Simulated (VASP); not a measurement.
# KI (P1) in VASP: reference runs

Reference runs on KI: the cell as given.

Everything below comes from runs of VASP 6.6.1. Logs are shortened: lines on timing, memory, paths and dates and some standing lists are left out, and cuts for length are marked.

## Step 1: The cell of the first run

The typed cell holds 4 atoms: a = 4.984 Å, b = 4.984 Å, c = 8.633 Å, α = 73.22°, β = 73.22°, γ = 60.00°.

## Step 2: Single point, PBE (a zone-boundary wave of random shape, sigma 0.02 Å)

INCAR

```
PREC = Accurate ; ENCUT = 520
EDIFF = 1E-7 ; ISMEAR = -1
SIGMA = 0.05 ; LREAL = F
LASPH = T ; NELM = 60
ALGO = Normal ; ISIF = 2
LWAVE = F ; LCHARG = T
GGA = PE ; LELF = T
LVHAR = T ; NBANDS = 24
```

KPOINTS

```
regular mesh
0
Gamma
  6 6 4
```

POSCAR

```
KI
1.0
    0.0000000000     -3.5245500000     -3.5245500000
   -3.5245500000      0.0000000000     -3.5245500000
    3.5245500000      3.5245500000     -7.0491000000
K I
2 2
Direct
    0.5011319400      0.5004670100      0.5003183200
    0.9988680600      0.9995329900      0.9996816800
    0.7465754900      0.7522135800      0.7463113600
    0.2534245100      0.2477864200      0.2536886400
```

Potentials or basis: VASP PAW PBE potentials, release 64 (K_sv, I).

Command:

```sh
> cat potpaw_PBE.64/K_sv/POTCAR potpaw_PBE.64/I/POTCAR > POTCAR
> mpirun -np 1 vasp_std > vasp.out
```

OUTCAR:

```text
PREC = Accurate
   ENCUT = 520
   EDIFF = 1E-7
   ISMEAR = -1
   LREAL = F
   LASPH = T
   NELM = 60
   ISIF = 2
   GGA = PE

 ion  position               nearest neighbor table
   1  0.501  0.500  0.500-   3 3.49   4 3.50   4 3.50   3 3.50   4 3.52   3 3.53
   2  0.999  1.000  1.000-   4 3.52   3 3.53   4 3.55   3 3.55   3 3.55   4 3.56
   3  0.747  0.752  0.746-   1 3.49   1 3.50   1 3.53   2 3.53   2 3.55   2 3.55
   4  0.253  0.248  0.254-   1 3.50   1 3.50   1 3.52   2 3.52   2 3.55   2 3.56

  LATTYP: Found a trigonal (rhomboedric) cell.
 ALAT       =     8.6333490729
 COS(alpha) =     0.8333333333

  Lattice vectors:

 A1 = (   3.5245500000,   7.0491000000,  -3.5245500000)
 A2 = (   7.0491000000,   3.5245500000,  -3.5245500000)
 A3 = (   3.5245500000,   3.5245500000,  -7.0491000000)

Analysis of symmetry for initial positions (statically):
=====================================================================
 Subroutine PRICEL returns:
 Original cell was already a primitive cell.

 Routine SETGRP: Setting up the symmetry group for a
 trigonal (rhombohedral) supercell.

 Subroutine GETGRP returns: Found  1 space group operations
 (whereof  1 operations were pure point group operations)
 out of a pool of 12 trial point group operations.

The static configuration has the point symmetry C_1 .

Analysis of symmetry for dynamics (positions and initial velocities):
=====================================================================
 Subroutine PRICEL returns:
 Original cell was already a primitive cell.

 Routine SETGRP: Setting up the symmetry group for a
 trigonal (rhombohedral) supercell.

 Subroutine GETGRP returns: Found  1 space group operations
 (whereof  1 operations were pure point group operations)
 out of a pool of 12 trial point group operations.

The dynamic configuration has the point symmetry C_1 .

 Subroutine INISYM returns: Found  1 space group operations
 (whereof  1 operations are pure point group operations),
 and found     1 'primitive' translations

----------------------------------------------------------------------------------------

                                     Primitive cell

  volume of cell :     175.1342

  direct lattice vectors                    reciprocal lattice vectors
     0.000000000 -3.524550000 -3.524550000     0.070931041 -0.212793123 -0.070931041
    -3.524550000  0.000000000 -3.524550000    -0.212793123  0.070931041 -0.070931041
     3.524550000  3.524550000 -7.049100000     0.070931041  0.070931041 -0.070931041

  length of vectors
     4.984466411  4.984466411  8.633349073     0.235251648  0.235251648  0.122856167

  position of ions in fractional coordinates (direct lattice)
     0.501131940  0.500467010  0.500318320
     0.998868060  0.999532990  0.999681680
     0.746575490  0.752213580  0.746311360
     0.253424510  0.247786420  0.253688640

  ion indices of the primitive-cell ions
   primitive index   ion index
                 1           1
                 2           2
                 3           3
                 4           4

----------------------------------------------------------------------------------------

 KPOINTS: regular mesh

Automatic generation of k-mesh.
 Grid dimensions read from file:
 generate k-points for:    6    6    4

 Generating k-lattice:

  Cartesian coordinates                     Fractional coordinates (reciprocal lattice)
     0.011821840 -0.035465520 -0.011821840     0.166666667  0.000000000 -0.000000000
    -0.035465520  0.011821840 -0.011821840     0.000000000  0.166666667 -0.000000000
     0.017732760  0.017732760 -0.017732760     0.000000000  0.000000000  0.250000000

  Length of vectors
     0.039208608  0.039208608  0.030714042

  Shift w.r.t. Gamma in fractional coordinates (k-lattice)
     0.000000000  0.000000000  0.000000000

 -----------------------------------------------------------------------------
|                                                                             |
|           W    W    AA    RRRRR   N    N  II  N    N   GGGG   !!!           |
|           W    W   A  A   R    R  NN   N  II  NN   N  G    G  !!!           |
|           W    W  A    A  R    R  N N  N  II  N N  N  G       !!!           |
|           W WW W  AAAAAA  RRRRR   N  N N  II  N  N N  G  GGG   !            |
|           WW  WW  A    A  R   R   N   NN  II  N   NN  G    G                |
|           W    W  A    A  R    R  N    N  II  N    N   GGGG   !!!           |
|                                                                             |
|     Your reciprocal lattice and k-lattice belong to different lattice       |
|     classes:                                                                |
|                                                                             |
|        The reciprocal lattice is rhombohedral (trigonal),                   |
|        whereas your k-lattice is base-centered monoclinic.                  |
|                                                                             |
|     Results are often still useful ...                                      |
|                                                                             |
 -----------------------------------------------------------------------------

 WARNING: IBZKPT: internal override: KBLOWUP is changed to .FALSE.
      ... skipping the blow-up phase ...

 Subroutine IBZKPT returns following result:
 ===========================================

 Found     76 irreducible k-points:

 Following reciprocal coordinates:
            Coordinates               Weight
  0.000000  0.000000  0.000000      1.000000
  0.166667  0.000000  0.000000      2.000000
  0.333333  0.000000 -0.000000      2.000000
  0.500000  0.000000 -0.000000      1.000000
  0.000000  0.166667  0.000000      2.000000
  0.166667  0.166667  0.000000      2.000000
[... 16 lines left out ...]
  0.333333  0.000000  0.250000      2.000000
  0.500000  0.000000  0.250000      2.000000
 [... further k-points ...]
   k-points           NKPTS =     76   k-points in BZ     NKDIM =     76   number of bands    NBANDS=     24
   number of dos      NEDOS =    301   number of ions     NIONS =      4
   total plane-waves  NPLWV = 102400
   dimension x,y,z NGX =    40 NGY =   40 NGZ =   64
   dimension x,y,z NGXF=    80 NGYF=   80 NGZF=  128
   ions per type =               2   2
   NGX,Y,Z   is equivalent  to a cutoff of  13.34, 13.34, 12.32 a.u.
   NGXF,Y,Z  is equivalent  to a cutoff of  26.68, 26.68, 24.65 a.u.
 SYSTEM =  unknown system
   PREC   = accura    normal or accurate (medium, high low for compatibility)
   ISTART =      0    job   : 0-new  1-cont  2-samecut
   ICHARG =      2    charge: 1-file 2-atom 10-const
   ISPIN  =      1    spin polarized calculation?
   LNONCOLLINEAR =      F non collinear calculations
   LSORBIT =      F    spin-orbit coupling
   LASPH  =      T    aspherical Exc in radial PAW
   ENCUT  =  520.0 eV  38.22 Ry    6.18 a.u.   9.27  9.27 16.05*2*pi/ulx,y,z
   NELM   =     60;   NELMIN=  2; NELMDL= -5     # of ELM steps
   EDIFF  = 0.1E-06   stopping-criterion for ELM
   LREAL  =      F    real-space projection
   EDIFFG = 0.1E-05   stopping-criterion for IOM
   NSW    =      0    number of steps for IOM
   IBRION =     -1    ionic relax: 0-MD 1-quasi-New 2-CG
   NFREE  =      0    steps in history (QN), initial steepest desc. (CG)
   ISIF   =      2    stress and relaxation
   ISYM   =      2    0-nonsym 1-usesym 2-fastsym
   POTIM  = 0.5000    time-step for ionic-motion
   TEBEG  =    0.0;   TEEND  =   0.0 temperature during run
   PSTRESS=    0.0 pullay stress
   NELECT =      32.0000    total number of electrons
   NUPDOWN=      -1.0000    fix difference up-down
   EMIN   =  10.00;   EMAX   =-10.00  energy-range for DOS
   EFERMI =   0.00;   METHOD = LEGACY
   ISMEAR =    -1;   SIGMA  =   0.05  broadening in eV -4-tet -1-fermi 0-gaus
   EFERMI_NEDOS =   21; number of points for ismear=-14 and -15
   IALGO  =     38    algorithm
   IMIX   =      4    mixing-type and parameters
     AMIX     =   0.40;   BMIX     =  1.00
     AMIX_MAG =   1.60;   BMIX_MAG =  1.00
  volume/ion in A,a.u.               =      43.78       295.47
  Fermi-wavevector in a.u.,A,eV,Ry     =   0.928969  1.755497 11.741598  0.862983
  Thomas-Fermi vector in A             =   2.055202
   LORBIT       =      0    0 simple, 1 ext, 2 COOP (PROOUT), +10 PAW based schemes
   GGA     = PE    functional components
   LHFCALC =     F    Hartree Fock is set to
   AEXX    =    0.0000 exact exchange contribution
   IVDW    =     0    specifies the selected vdW correction
   LEPSILON=     F    determine dielectric tensor
   LRPA    =     F    only Hartree local field effects (RPA)
 non-spin polarized calculation
  energy-cutoff  :      520.00
  volume of cell :      175.13
 maximum number of plane-waves:      4759
 NGX is ok and might be reduce to    40
   NGX = 19   NGY = 19   NGZ = 33

 number of electron      31.9999998 magnetization

 Free energy of the ion-electron system (eV)
  ---------------------------------------------------
  ext. energy  EPLUGINS =         0.00000000
  ---------------------------------------------------
  free energy    TOTEN  =       -11.10506772 eV

  energy without entropy =      -11.10506772  energy(sigma->0) =      -11.10506772

 E-fermi :   0.7819     XC(G=0):  -7.2047

 val. band max:       -0.3773643866   @ k =   0.0000   0.0000   0.0000
 cond. band min:       3.5993087706   @ k =   0.0000   0.0000   0.0000
 fundamental gap:      3.9766731572
 Fermi energy:         0.7818708305

 k-point     1 :       0.0000    0.0000    0.0000
  band No.  band energies     occupation
      1     -28.9089      2.00000
      2     -28.8262      2.00000
      3     -12.5163      2.00000
      4     -12.3984      2.00000
      5     -12.3976      2.00000
      6     -12.3509      2.00000
[... 16 lines left out ...]
     23       6.8370      0.00000
     24       7.3615      0.00000

 k-point     2 :       0.1667    0.0000    0.0000
  band No.  band energies     occupation
      1     -28.9086      2.00000
      2     -28.8258      2.00000
      3     -12.4924      2.00000
      4     -12.4209      2.00000
      5     -12.4007      2.00000
      6     -12.3509      2.00000
[... 16 lines left out ...]
     23       7.0191      0.00000
     24       7.2284      0.00000
[... 565 lines left out ...]
     23       7.2701      0.00000
     24       7.8859      0.00000

 k-point    24 :       0.5000    0.0000    0.2500
  band No.  band energies     occupation
      1     -28.9076      2.00000
      2     -28.8248      2.00000
      3     -12.5040      2.00000
      4     -12.4186      2.00000
      5     -12.4080      2.00000
      6     -12.3922      2.00000
[... 16 lines left out ...]
     23       7.7847      0.00000
     24       7.8441      0.00000

 [... further k-points ...]
[... 5 lines left out ...]
  --------------------------------------------------------------------------------------
  -------------------------------------------------------------------------------------
  Total        0.7786074      0.7705862      0.7880828     -0.0010415      0.0006695      0.0027901
  in kB        7.1229207      7.0495399      7.2096037     -0.0095276      0.0061251      0.0255246
  external PRESSURE =       7.1273548 kB  Pullay stress =       0.0000000 kB

 VOLUME and BASIS-vectors are now :
 -----------------------------------------------------------------------------
  energy-cutoff  :      520.00
  volume of cell :      175.13
      direct lattice vectors                 reciprocal lattice vectors
     0.000000000 -3.524550000 -3.524550000     0.070931041 -0.212793123 -0.070931041
    -3.524550000  0.000000000 -3.524550000    -0.212793123  0.070931041 -0.070931041
     3.524550000  3.524550000 -7.049100000     0.070931041  0.070931041 -0.070931041

 POSITION                                       TOTAL-FORCE (eV/Angst)
 -----------------------------------------------------------------------------------
     -0.00052     -0.00287     -7.05698        -0.001050      0.001599      0.012468
      0.00052      0.00287    -14.09032         0.001335     -0.001554     -0.010053
     -0.02080     -0.00093    -10.54338         0.041938      0.016415     -0.055629
      0.02080      0.00093     -3.55482        -0.042223     -0.016459      0.053214
 -----------------------------------------------------------------------------------
    total drift:                               -0.000000      0.000001      0.000000

  FREE ENERGIE OF THE ION-ELECTRON SYSTEM (eV)
  ---------------------------------------------------
  free  energy   TOTEN  =       -11.1050677191 eV

  energy  without entropy=      -11.1050677191  energy(sigma->0) =      -11.10506772
```

Run time: 5.2 min. Hardware: 1 thread of Intel Xeon Platinum 8488C (Sapphire Rapids), shared host; peak memory 0.48 GiB.

Results:

```yaml
Free_energy: -11.1051 eV
Pressure: 0.7 GPa
Largest_force: 0.072 eV/Å
Band_gap_on_the_k_mesh: 3.98 eV
```

Forces in eV/Å, atoms in the order of the input:
```
K   -0.001  0.002  0.012
K    0.001 -0.002 -0.010
I    0.042  0.016 -0.056
I   -0.042 -0.016  0.053
```

Caveat: spin-orbit coupling is left out, which moves the levels of the heavy elements. A k mesh can miss the band edges.
